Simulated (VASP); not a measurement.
Set up this calculation in VASP 6.6.1, as the native input.

* Task: band structure
* Functional: PBE
* Potentials or basis: VASP PAW PBE potentials, release 64 (I, Na_pv)
* Cutoff: 520 eV
* k mesh: 7 × 7 × 7
* Occupations: fermi-dirac, width 0.05 eV
* Spin: no spin polarisation
* Further INCAR settings: ALGO = Normal; EDIFF = 1e-06

The structure of NaI lies in POSCAR:

```
NaI
1.0
    0.0000000000      3.2364000000      3.2364000000
    3.2364000000      0.0000000000      3.2364000000
    3.2364000000      3.2364000000      0.0000000000
I Na
1 1
Direct
    0.5000000000      0.5000000000      0.5000000000
    0.0000000000      0.0000000000      0.0000000000
```

The input as run:

INCAR

```
SYSTEM = NaI
PREC     = Accurate       ! precision mode
ENCUT    = 520            ! plane-wave cutoff, eV
EDIFF    = 1E-6           ! SCF threshold, eV
ISMEAR   = -1             ! smearing method
SIGMA    = 0.05           ! smearing width, eV
LREAL    = .False.        ! projectors in reciprocal space
LASPH    = .True.         ! aspherical terms in the spheres
NELM     = 100            ! most SCF steps
ALGO     = Normal         ! electronic algorithm
ISIF     = 2              ! what is computed and relaxed
LWAVE    = .False.        ! write WAVECAR
LCHARG   = .False.        ! write CHGCAR
GGA      = PE             ! functional
```

KPOINTS

```
Automatic mesh
0
Gamma
  7 7 7
  0 0 0
```

KPOINTS_OPT

```
path GXWKGLUWLK,UX
20
line-mode
reciprocal
 0.0000000000  0.0000000000  0.0000000000  G
 0.5000000000  0.0000000000  0.5000000000  X

 0.5000000000  0.0000000000  0.5000000000  X
 0.5000000000  0.2500000000  0.7500000000  W

 0.5000000000  0.2500000000  0.7500000000  W
 0.3750000000  0.3750000000  0.7500000000  K

 0.3750000000  0.3750000000  0.7500000000  K
 0.0000000000  0.0000000000  0.0000000000  G

 0.0000000000  0.0000000000  0.0000000000  G
 0.5000000000  0.5000000000  0.5000000000  L

 0.5000000000  0.5000000000  0.5000000000  L
 0.6250000000  0.2500000000  0.6250000000  U

 0.6250000000  0.2500000000  0.6250000000  U
 0.5000000000  0.2500000000  0.7500000000  W

 0.5000000000  0.2500000000  0.7500000000  W
 0.5000000000  0.5000000000  0.5000000000  L

 0.5000000000  0.5000000000  0.5000000000  L
 0.3750000000  0.3750000000  0.7500000000  K

 0.6250000000  0.2500000000  0.6250000000  U
 0.5000000000  0.0000000000  0.5000000000  X
```

Potentials or basis: VASP PAW PBE potentials, release 64 (I, Na_pv).

The run is started by

```bash
$ cat potpaw_PBE.64/I/POTCAR potpaw_PBE.64/Na_pv/POTCAR > POTCAR
$ mpirun -np 1 vasp_std > vasp.out
```

Results of the run:

The pressure is 0.4 GPa. The band gap on the k mesh is 3.64 eV, direct. The band gap along the path is 3.64 eV, direct.

Caveat: spin-orbit coupling is left out, which moves the levels of the heavy elements.

It took 40 s on 1 thread of Intel(R) Xeon(R) 6975P-C (Granite Rapids), on a shared host, peak memory 0.21 GiB.
